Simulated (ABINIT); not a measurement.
SnTe:

```
Te Sn
1.0
     0.00000    3.15085    3.15085
     3.15085    0.00000    3.15085
     3.15085    3.15085    0.00000
Te Sn
1 1
Direct
  0.50000 0.50000 0.50000
  0.00000 0.00000 0.00000
```

Base run:

| Property | Result |
| --- | --- |
| Program | ABINIT 10.8.3 (patched build) |
| Functional | PBE |
| Potentials or basis | PseudoDojo NC SR PBE v0.4.1 standard |
| Cutoff | 925 eV |
| k mesh | 5 × 5 × 5 |
| Occupations | fermi-dirac, width 0.05 eV |
| Spin | no spin polarisation |

Its results: pressure 1.9 GPa.

Task: The run is repeated on the same cell with these changes: potentials or basis from PseudoDojo NC SR PBE v0.4.1 standard to SPMS NC PBE v1.0; cutoff from 925 eV to 707 eV. What comes out?

Result: Pressure 2.3 GPa.

Not every run made on this cell is shown here.
